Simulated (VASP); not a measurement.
Wanted: the native input for a VASP 6.6.1 run.

```yaml
Task: single point
Functional: HSE06
Potentials_or_basis: VASP PAW PBE potentials, release 64 (In_d, As)
Cutoff: 520 eV
k_mesh: 5 × 5 × 5
Occupations: fermi-dirac, width 0.05 eV
Spin: no spin polarisation
Grid_for_exact_exchange_PRECFOCK: Fast
Screening_parameter: 0.2 1/A
Further_INCAR_settings: ALGO = Normal; EDIFF = 1e-06
```

The system is InAs.

```xyz
2
Lattice="0.0000 3.0180 3.0180 3.0180 0.0000 3.0180 3.0180 3.0180 0.0000" Properties=species:S:1:pos:R:3 pbc="T T T"
In    0.0000    0.0000    0.0000
As    1.5090    1.5090    1.5090
```

The input as run:

POSCAR

```
InAs
1.0
    0.0000000000      3.0180000000      3.0180000000
    3.0180000000      0.0000000000      3.0180000000
    3.0180000000      3.0180000000      0.0000000000
In As
1 1
Direct
    0.0000000000      0.0000000000      0.0000000000
    0.2500000000      0.2500000000      0.2500000000
```

INCAR.step1

```
PREC = Accurate ; ENCUT = 520
EDIFF = 1E-5 ; ISMEAR = -1
SIGMA = 0.05 ; LREAL = F
LASPH = T ; NELM = 100
ALGO = Normal ; ISIF = 2
LWAVE = T ; GGA = PE
KPAR = 4
```

INCAR.step2

```
PREC = Accurate ; ENCUT = 520
EDIFF = 1E-6 ; ISMEAR = -1
SIGMA = 0.05 ; LREAL = F
LASPH = T ; NELM = 100
ALGO = Normal ; ISIF = 2
LWAVE = F ; LCHARG = T
GGA = PE ; LHFCALC = T
HFSCREEN = 0.2 ; PRECFOCK = Fast
LVHAR = T ; ISTART = 1
KPAR = 4
```

KPOINTS

```
regular mesh
0
Gamma
  5 5 5
```

Potentials or basis: VASP PAW PBE potentials, release 64 (In_d, As).

Command:

```console
$ cat potpaw_PBE.64/In_d/POTCAR potpaw_PBE.64/As/POTCAR > POTCAR
$ cp INCAR.step1 INCAR
$ mpirun -np 4 vasp_std > vasp.out
$ cp INCAR.step2 INCAR
$ mpirun -np 4 vasp_std > vasp.out
```

Results of the run:

* Pressure: 2.0 GPa
* Band gap on the k mesh: 0.60 eV, direct

Caveat: the PAW data sets were made with another functional, which shifts forces and pressure a little; spin-orbit coupling is left out, which moves the levels of the heavy elements.

Run time: 79 s on 4 MPI ranks on Intel(R) Xeon(R) 6975P-C (Granite Rapids), with other jobs on the host, peak memory 0.27 GiB a rank.
